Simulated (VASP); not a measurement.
Input of a VASP 6.6.1 run:

File POSCAR:

```
Zr
1.0
    5.0823144194      0.0000000000      0.0000000000
   -2.5411572097      4.4014133972      0.0000000000
    0.0000000000      0.0000000000      3.0981405657
Zr
3
Direct
    0.3335503366      0.0000000000      0.3333333333
    0.0000000000      0.3335503366      0.6666666667
    0.6664496634      0.6664496634      0.0000000000
```

The input INCAR.step1:

```
SYSTEM = Zr
ALGO = Normal
EDIFF = 1E-4
ENCUT = 520
GGA = PE
ISMEAR = 0
LASPH = .True.
LCHARG = .False.
LREAL = .False.
LWAVE = .True.
NBANDS = 25
NELM = 100
PREC = Accurate
SIGMA = 0.1
```

File INCAR.step2:

```
SYSTEM = Zr
ALGO = Normal
EDIFF = 1E-7
ENCUT = 520
ISIF = 2
ISMEAR = 0
ISTART = 1
LASPH = .True.
LCHARG = .False.
LMIXTAU = .True.
LREAL = .False.
LWAVE = .False.
METAGGA = R2SCAN
NBANDS = 25
NELM = 100
PREC = Accurate
SIGMA = 0.1
```

KPOINTS

```
k-points
0
Gamma
  6 6 4
  0 0 0
```

Potentials or basis: VASP PAW PBE potentials, release 64 (Zr_sv).

The run is started by

```sh
$ cat potpaw_PBE.64/Zr_sv/POTCAR > POTCAR
$ cp INCAR.step1 INCAR
$ mpirun -np 1 vasp_std > vasp.out
$ cp INCAR.step2 INCAR
$ mpirun -np 1 vasp_std > vasp.out
```

Question: Predict the band gap on the k mesh.

Answer: None (metal or under the smearing width).

Question: Estimate the pressure.

Answer: 0.0 GPa.

Stress tensor (GPa, compression positive):
```
 0.10  0.00  0.00
 0.00  0.10  0.00
 0.00  0.00 -0.19
```

Caveat: the k mesh is coarse (spacing up to 0.51 Å⁻¹), so the values aren't converged; the PAW data sets were made with another functional, which shifts forces and pressure a little.
